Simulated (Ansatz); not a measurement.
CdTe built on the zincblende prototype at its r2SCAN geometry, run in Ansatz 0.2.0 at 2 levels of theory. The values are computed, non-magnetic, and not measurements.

The PBE+SOC input:
```yaml
crystal:
  lattice:
    - [0.0, 3.2799551162, 3.2799551162]
    - [3.2799551162, 0.0, 3.2799551162]
    - [3.2799551162, 3.2799551162, 0.0]
  atoms:
    - { symbol: Cd, position: [0.0, 0.0, 0.0] }
    - { symbol: Te, position: [0.25, 0.25, 0.25] }
kpoints:
  mp_grid: { grid: [6, 6, 6] }
  band_path:
    path:
      - [0.0, 0.0, 0.0]
      - [-0.5, -0.5, 0.0]
      - [-0.375, -0.375, 0.25]
      - [-0.375, 0.0, 0.375]
      - [0.0, 0.0, 0.5]
      - [-0.5, -0.25, 0.25]
    npoints: 1
hamiltonian:
  xc: pbe
scf:
  occupations: { method: fermi_dirac, width: 0.02 }
  n_extra_bands: 8
magnetization:
  noncollinear: true
  spin_orbit: true
output:
  forces: true
  stress: true
  eigenvalues: true
  write_density: true
  write_potential: true
  elf: true
  volumetric_format: npy
```

Main results, then, where recorded, the levels near the gap in eV from the Fermi energy (columns number the bands from 0), one row a point of the path (Γ, X, U, K, L, W):
```
Crystal: 2 atoms, lattice volume = 70.572 Å³
Symmetry: 24 space group operations + 24 with time reversal
Magnetic group: BNS 216.75 (UNI 1577)
```
```
Basis set: ecut = 420 eV, 1411 PW (Γ)
k-points: 16 of 216 (time reversal used)
SCF 1 converged in 7 iterations: F = -15240.729001 eV  dr2 = 1.07e-8
Free energy (F): -15240.729001 eV
Fermi energy:    7.437491 eV
--- Stress (GPa, compression-positive) ---
        1.029262       0.000000       0.000000
        0.000000       1.029262       0.000000
        0.000000       0.000000       1.029262
  P = ⅓ Tr σ = 1.0293 GPa (10.293 kbar)
```
```tsv
band_30	band_31	band_32	band_33	band_34	band_35	band_36	band_37	band_38	band_39	band_40	band_41
-1.057	-1.057	-0.204	-0.204	-0.204	-0.204	0.191	0.191	3.925	3.925	4.269	4.269
-4.629	-4.629	-2.403	-2.403	-2.056	-2.056	2.207	2.207	2.215	2.215	7.972	7.972
-4.637	-4.414	-3.058	-2.756	-1.924	-1.883	2.412	2.464	3.892	4.084	6.729	6.754
-4.637	-4.414	-3.058	-2.756	-1.924	-1.883	2.412	2.464	3.892	4.084	6.729	6.754
-4.715	-4.715	-1.474	-1.474	-0.950	-0.950	1.310	1.310	4.659	4.659	4.811	4.811
-4.630	-4.378	-2.964	-2.495	-2.487	-2.454	3.427	3.823	4.206	4.256	4.942	5.132
```

The PBE+SOC gap is direct at Γ: 0.39 eV.

**Question.** Another run on the same cell gave
```
Basis set: ecut = 500 eV, 1807 PW (Γ)
k-points: 16 of 216 (time reversal used)
SCF 1 converged in 6 iterations: F = -15264.136459 eV  dr2 = 8.90e-9
Free energy (F): -15264.136459 eV
Fermi energy:    6.705588 eV
--- Stress (GPa, compression-positive) ---
       -0.028278       0.000000       0.000000
        0.000000      -0.028278       0.000000
        0.000000       0.000000      -0.028278
  P = ⅓ Tr σ = -0.0283 GPa (-0.283 kbar)
```
```tsv
band_15	band_16	band_17	band_18	band_19	band_20
0.000	0.000	0.000	1.161	5.076	5.076
-4.162	-1.780	-1.780	2.967	3.000	9.229
-4.052	-2.447	-1.471	3.249	4.823	7.771
-4.052	-2.447	-1.471	3.249	4.823	7.771
-4.273	-0.734	-0.734	2.201	5.623	5.623
-4.026	-2.235	-2.084	4.543	4.954	6.055
```
Which level of theory and mesh gave it?

**Answer.** It is r2SCAN, on 6×6×6; the blocks that differ from the first input, but for the band path:
```yaml
hamiltonian:
  xc: r2scan
scf:
  occupations: { method: fixed }
  n_extra_bands: 4
```
(magnetization left out)
r2SCAN gives a direct gap of 1.16 eV at Γ. The mean stress is close to zero (-0.03 GPa).

Totals of different functionals, or with and without spin-orbit coupling, can't be compared.

Only the levels marked +SOC include spin-orbit coupling.
